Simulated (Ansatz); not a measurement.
# CO2 (I-42d) in Ansatz: notebook

One crystal, CO2, is run at these levels: PBE, r2SCAN; tasks: Born charges and dielectric tensor, band structure.

All numbers are computed with Ansatz 0.2.0; they aren't measurements. Logs are shortened: lines on timing, memory, paths and dates and some standing lists are left out, and cuts for length are marked.

### Step 1. The structure

The structure is tetragonal, space group I-42d (No. 122). The conventional cell has a = 3.949 Å, b = 3.949 Å, c = 6.028 Å, α = 90.00°, β = 90.00°, γ = 90.00°. Around O (site symmetry 2) lie 2 C at 1.40 Å. Around C (site symmetry -4) lie 4 O at 1.40 Å.

The cell comes from a database or a generator and needn't be the stable form of this composition.

### Step 2. Born charges and dielectric tensor, PBE

input.yaml reads:

```yaml
crystal:
  lattice:
    - [-1.974727, 1.974727, 3.014058]
    - [1.974727, -1.974727, 3.014058]
    - [1.974727, 1.974727, -3.014058]
  atoms:
    - { symbol: O, position: [0.875, 0.959798, 0.584798] }
    - { symbol: O, position: [0.375, 0.290202, 0.415202] }
    - { symbol: O, position: [0.040202, 0.625, 0.915202] }
    - { symbol: O, position: [0.709798, 0.125, 0.084798] }
    - { symbol: C, position: [0.0, 0.0, 0.0] }
    - { symbol: C, position: [0.75, 0.25, 0.5] }
hamiltonian:
  xc: pbe
  pseudopotentials: { kind: paw }
kpoints:
  mp_grid: { grid: [8, 8, 8] }
scf:
  occupations: { method: fixed }
output:
  eigenvalues: true
dielectric:
  method: response
```

Potentials or basis: Ansatz PAW.

Started as:

```console
$ ansatz run input.yaml --threads 2 --pin off --max-ram 5632MiB --backend cpu --events-out ev --progress --plain --runs-dir out
```

What it wrote:

```text
Warning: RAYON_NUM_THREADS=2 ignored (pool sized by the plan → 2); use --threads N
Engine: ansatz 0.2.0, x86_64-unknown-linux-gnu
Pseudopotentials: kind: paw
Pseudopotential: O, paw, valence charge 6, recommended cutoff 420 eV (normal), O.paw.azcp
Pseudopotential: C, paw, valence charge 4, recommended cutoff 420 eV (normal), C.paw.azcp
Functional definition: PBE
  parameter kappa = 0.804
  parameter beta = 0.06672455060314922
  exchange = pbe_x(kappa = kappa, mu = beta*pi^2/3)
  correlation = pbe_c(beta = beta)
Crystal: 6 atoms, lattice volume = 47.014 Å³
Basis set: ecut = 420 eV, 919 PW (Γ), exchange–correlation on 64×64×64 points (8 copies of the dense FFT grid, shifted against one another)
Bands: 22, of which v1, the nominal top of the filled ones, is band 16 counted from 1 (15 counted from 0)
Symmetry: 8 space group operations
k-points: 260 of 512 (irreducible under 1 space group operation, time reversal used)
Non-local potential: O, projectors of the file, l = 0: 2, l = 1: 2, l = 2: 1
Non-local potential: C, projectors of the file, l = 0: 2, l = 1: 2, l = 2: 1
PAW form: soft (Blöchl's): semilocal exchange-correlation on the pseudo side does not see the compensation charge
PAW one-centre angular grid: O, 110 points (default); XC on 64 Gauss nodes
PAW one-centre angular grid: C, 110 points (default); XC on 64 Gauss nodes
Initial density: superposition of atomic densities (neutral atoms: chi_scale 0, normalization atom), corrected by the library's trained network
Initial wavefunctions: pseudopotential atomic-orbital guess
Functional: x = pbe(κ = 0.804, μ = 0.2195149727645171), c = pbe(β = 0.06672455060314922)
SCF iter   1: F=—  HF=-2766.902608 eV  |F-HF|=—  |Δ(HF+E_count)|=         —  Δρ=5.86e-3  dr2=1.02e-2  ethr=1.77e-3  ⟨swp⟩=5.1  Hψ=22038  notcnv=0  defer=1020
preconditioner: auto → none  [insulator: Δε(μ)=7.768 eV  Ē_g=18.915 eV  n_scr=14 (ndim 8)  ℏωp=30.6 eV  f_vac=0.039  ε∞_Penn≈3.6]
SCF iter   2: F=—  HF=-2766.902660 eV  |F-HF|=—  |Δ(HF+E_count)|=   5.21e-5  Δρ=2.92e-3  dr2=1.49e-3  ethr=3.20e-5  ⟨swp⟩=2.0  Hψ=11378  notcnv=0  defer=1038
SCF iter   3: F=—  HF=-2766.902778 eV  |F-HF|=—  |Δ(HF+E_count)|=   1.18e-4  Δρ=1.31e-3  dr2=1.71e-4  ethr=4.66e-6  ⟨swp⟩=2.0  Hψ=8843  notcnv=0  defer=1038
SCF iter   4: F=—  HF=-2766.903064 eV  |F-HF|=—  |Δ(HF+E_count)|=   2.87e-4  Δρ=3.13e-4  dr2=1.03e-5  ethr=5.35e-7  ⟨swp⟩=3.0  Hψ=10033  notcnv=0  defer=529
SCF iter   5: F=—  HF=-2766.903085 eV  |F-HF|=—  |Δ(HF+E_count)|=   2.10e-5  Δρ=3.19e-5  dr2=1.29e-7  ethr=3.21e-8  ⟨swp⟩=2.8  Hψ=10070  notcnv=0  defer=519
SCF iter   6: F=—  HF=-2766.903086 eV  |F-HF|=—  |Δ(HF+E_count)|=   8.33e-7  Δρ=2.36e-6  dr2=9.13e-10  ethr=4.04e-10  ⟨swp⟩=2.0  Hψ=9349  notcnv=0  defer=519
SCF iter   7: F=-2766.903086 eV  HF=-2766.903086 eV  |F-HF|=1.55e-11  |Δ(HF+E_count)|=   2.62e-9  Δρ=3.46e-7  dr2=1.77e-11  ethr=1.00e-12  ⟨swp⟩=8.9  Hψ=22239  notcnv=0
SCF 1 converged in 7 iterations: F = -2766.903086 eV  dr2 = 1.77e-11
NSCF: frozen V_eff on 3 k-points
DFPT response loops at Γ: preconditioner auto → none (the input reference at scf.mixing.eps_inf says where Resta's filter doesn't serve); β = 0.50; Broyden in place of MSR1
SCF converged after 7 iterations
Free energy (F): -2766.903086 eV
Harris-Foulkes:  -2766.903086 eV  (|F-HF|=1.55e-11)
Internal energy: -2766.903086 eV  (E = F + TS)
E sigma→0 (E₀):  -2766.903086 eV
Fermi energy:    4.974531 eV
--- Per-component energies (eV) ---
  E_band       = -115.300034
  E_kinetic    = 881.584858
  E_local      = -1769.277805  (includes V_loc(G=0)·N_el)
  E_nonlocal   = 244.119956
  E_hartree    = 588.327969
  E_xc         = -387.527105
  E_vxc        = -491.168694  (∫ρ·V_xc dr)
  E_paw        = -831.631340  (= ΣΔE_a)
  E_vpaw       = -157.224251  (= ΣTr[D̂ρ^β])
  E_aug_tail   = 0.010028  (compensation charges beyond the density's cutoff)
  E_ewald      = -1492.509648
  E_smearing   = -0.000000  (= −TS)
  E_closure    = -0.000000  (closes the sum)
  Σ components = -2766.903086   (vs F -2766.903086, Δ=0.00e0)
--- Band table (eV; the first three rows and the last of 260) ---
  k-point 0: bands = ["-18.9262", "-13.8778", "-13.8778", "-13.2608", "-9.5382", "-4.5880", "-4.5880", "-3.3434", "0.5349", "1.3321", "2.5446", "3.7903", "3.7903", "4.1236", "4.1236", "4.5281", "12.6887", "14.0491", "14.1690", "14.1690", "17.2701", "17.5296"]
  k-point 1: bands = ["-18.7898", "-14.2435", "-13.9111", "-13.3378", "-9.1679", "-4.7975", "-4.3901", "-3.1659", "0.3766", "1.5868", "2.6532", "3.5354", "3.9029", "3.9394", "4.0390", "4.3938", "12.8128", "14.1262", "14.3577", "14.4100", "17.2336", "17.4777"]
  k-point 2: bands = ["-18.3910", "-15.0642", "-13.9794", "-13.5462", "-8.3214", "-5.2535", "-3.8735", "-2.8259", "0.0606", "2.0771", "2.5043", "2.8741", "3.8021", "3.8340", "4.2276", "4.3846", "13.0344", "14.0603", "14.8264", "14.9426", "17.0181", "17.7456"]
  k-point 259: bands = ["-16.9350", "-16.9350", "-14.1334", "-14.1334", "-5.5271", "-5.5271", "-3.3363", "-3.3363", "1.7163", "1.7163", "1.8861", "1.8861", "2.1398", "2.1398", "4.9745", "4.9745", "13.8375", "13.8375", "15.5795", "15.5795", "16.3776", "16.3776"]
--- Dielectric response (ions clamped): 2 representative field directions + reference, on 260 of 512 k-points (Σ response iterations 15) ---
  k mesh reduced under 1 symmetry operation, with k and −k counted as one. Each operation leaves every solved perturbation unchanged. A smaller set is not considered because the run solves the response to a homogeneous field
  ε∞ (high-frequency dielectric tensor):
        3.194511     0.000000     0.000000
        0.000000     3.194511    -0.000000
       -0.000000    -0.000000     3.200940
  Born effective charges Z* (e; rows j = field, columns β = displacement):
    site 0:
        -0.92158   -0.00000    0.00000
         0.00000   -1.99779    0.87675
         0.00000    0.74695   -1.43885
    site 1:
        -0.92158   -0.00000   -0.00000
         0.00000   -1.99779   -0.87675
        -0.00000   -0.74695   -1.43885
    site 2:
        -1.99779   -0.00000   -0.87675
         0.00000   -0.92158    0.00000
        -0.74695    0.00000   -1.43885
    site 3:
        -1.99779   -0.00000    0.87675
        -0.00000   -0.92158    0.00000
         0.74695    0.00000   -1.43885
    site 4:
         2.91937   -0.78413   -0.00000
         0.78413    2.91937    0.00000
         0.00000   -0.00000    2.87769
    site 5:
         2.91937    0.78413    0.00000
        -0.78413    2.91937    0.00000
        -0.00000   -0.00000    2.87769
  Z* charge neutrality: 1.312e-5 e pre-enforcement
  k-mesh period / interband length: 32.9 Å / 1.08 Å = 30.34 at k = (0.0000, 0.0000, 0.0000), direct gap 8.161 eV — 14 or more, which is no proof of convergence
```

Wall time 73 s (2 threads of Intel Xeon at 2.70GHz, shared host); peak memory 1.1 GiB.

Results:

```yaml
Free_energy: -2766.9031 eV
Band_gap_on_the_k_mesh: 7.71 eV, indirect (least direct gap 8.16 eV)
Electronic_dielectric_tensor_diagonal: 3.19, 3.19, 3.20
Born_charges_mean_of_the_diagonal: O -1.45; C +2.91 e
```

Levels at points of the mesh, in eV from the valence-band top:
| k point | band 12 | band 13 | band 14 | band 15 | band 16 | band 17 | band 18 | band 19 | band 20 | band 21 |
| --- | --- | --- | --- | --- | --- | --- | --- | --- | --- | --- |
| (0.00, 0.00, 0.00) | -1.18 | -1.18 | -0.85 | -0.85 | -0.45 | 7.71 | 9.07 | 9.19 | 9.19 | 12.30 |
| (0.00, 0.00, -0.50) | -2.64 | -0.63 | -0.63 | -0.52 | -0.52 | 8.83 | 8.83 | 9.90 | 9.90 | 11.72 |
| (0.00, -0.50, 0.00) | -2.26 | -1.67 | -1.34 | -0.39 | -0.02 | 8.20 | 9.40 | 9.63 | 10.26 | 12.42 |
| (0.00, -0.50, -0.50) | -2.26 | -1.67 | -1.34 | -0.39 | -0.02 | 8.20 | 9.40 | 9.63 | 10.26 | 12.42 |
| (-0.50, 0.00, 0.00) | -2.26 | -1.67 | -1.34 | -0.39 | -0.02 | 8.20 | 9.40 | 9.63 | 10.26 | 12.42 |
| (-0.50, 0.00, -0.50) | -2.26 | -1.67 | -1.34 | -0.39 | -0.02 | 8.20 | 9.40 | 9.63 | 10.26 | 12.42 |
| (-0.50, -0.50, 0.00) | -2.64 | -0.63 | -0.63 | -0.52 | -0.52 | 8.83 | 8.83 | 9.90 | 9.90 | 11.72 |
| (-0.50, -0.50, -0.50) | -3.09 | -2.83 | -2.83 | 0.00 | 0.00 | 8.86 | 8.86 | 10.60 | 10.60 | 11.40 |

Electronic dielectric tensor:
```
3.19 0.00 0.00
0.00 3.19 0.00
0.00 0.00 3.20
```

Born effective charge tensors (e):
atom 1, O
```
-0.92  0.00  0.00
 0.00 -2.00  0.88
 0.00  0.75 -1.44
```
atom 2, O
```
-0.92  0.00  0.00
 0.00 -2.00 -0.88
 0.00 -0.75 -1.44
```
atom 3, O
```
-2.00  0.00 -0.88
 0.00 -0.92  0.00
-0.75  0.00 -1.44
```
atom 4, O
```
-2.00  0.00  0.88
 0.00 -0.92  0.00
 0.75  0.00 -1.44
```
atom 5, C
```
 2.92 -0.78  0.00
 0.78  2.92  0.00
 0.00  0.00  2.88
```
atom 6, C
```
 2.92  0.78  0.00
-0.78  2.92  0.00
 0.00  0.00  2.88
```

### Step 3. Band structure, r2SCAN

Changes to input.yaml since step 2:

```diff
@@ -13,11 +13,18 @@
 hamiltonian:
-  xc: pbe
+  xc: r2scan
   pseudopotentials: { kind: paw }
 kpoints:
-  mp_grid: { grid: [8, 8, 8] }
+  mp_grid: { grid: [9, 9, 9] }
+  band_path:
+    path:
+      - [[0.0, 0.0, 0.0], [0.5, -0.5, 0.0], [0.5, -0.5, 0.2146253035], [0.3573126517, -0.3573126517, 0.3573126517], [0.0, 0.0, 0.0], [0.5, 0.5, -0.5], [0.6426873483, 0.3573126517, -0.3573126517], [0.5, 0.0, 0.0], [0.75, -0.25, -0.25], [0.7853746965, 0.2146253035, -0.5], [0.5, 0.5, -0.5]]
+      - [[0.5, -0.5, 0.0], [0.75, -0.25, -0.25]]
+    npoints: 14
 scf:
-  occupations: { method: fixed }
+  occupations: { method: fermi_dirac, width: 0.05 }
+  n_extra_bands: 15
 output:
+  forces: true
+  stress: true
   eigenvalues: true
-dielectric:
-  method: response
+  fatbands: true
```

Potentials or basis: Ansatz PAW.

Started as:

```console
$ ansatz run input.yaml --threads 2 --pin off --max-ram 5632MiB --backend cpu --events-out ev --progress --plain --runs-dir out
```

Run time: 23 s. Hardware: 2 threads of Intel Xeon at 2.70GHz, shared host; peak memory 0.53 GiB.

Results (log left out):

```yaml
Free_energy: -2772.9462 eV
Pressure: -7.9 GPa
Largest_force: 0.272 eV/Å
Band_gap_on_the_k_mesh: 8.52 eV, indirect (least direct gap 8.91 eV)
Band_gap_along_the_path: 8.51 eV, indirect (least direct gap 8.91 eV)
```

Forces on the atoms (eV/Å):
```
O    0.272  0.000  0.000
O   -0.272  0.000  0.000
O    0.000 -0.272  0.000
O    0.000  0.272  0.000
C    0.000  0.000  0.000
C    0.000  0.000  0.000
```

Stress tensor (GPa, compression positive):
```
-7.51  0.00  0.00
 0.00 -7.51  0.00
 0.00  0.00 -8.77
```

Levels at the corners of the path, in eV from the valence-band top:
```
point  band 14  band 15  band 16  band 17  band 18  band 19
    Γ    -0.80    -0.80    -0.40     8.51     9.77    10.12
    X    -0.65    -0.52    -0.52     9.63     9.63    10.80
    Y    -1.05    -0.31    -0.31     9.51     9.51    11.02
    S    -1.18    -0.33    -0.10     8.96     9.87    11.04
    Γ    -0.80    -0.80    -0.40     8.51     9.77    10.12
    Z    -2.86    -0.01    -0.01     9.73     9.73    11.46
   S1    -1.18    -0.33    -0.10     8.96     9.87    11.04
    N    -1.36    -0.39     0.00     9.05    10.19    10.53
    P    -0.80    -0.59    -0.59     9.62     9.62    10.36
   Y1    -1.05    -0.31    -0.31     9.51     9.51    11.02
    Z    -2.86    -0.01    -0.01     9.73     9.73    11.46
    X    -0.65    -0.52    -0.52     9.63     9.63    10.80
    P    -0.80    -0.59    -0.59     9.62     9.62    10.36
```

Caveat: the PAW data sets come from PBE, with cores solved anew for the run's functional, which leaves a small shift of forces and pressure. r2SCAN opens gaps a little over a GGA but as a rule still falls short of measured ones.
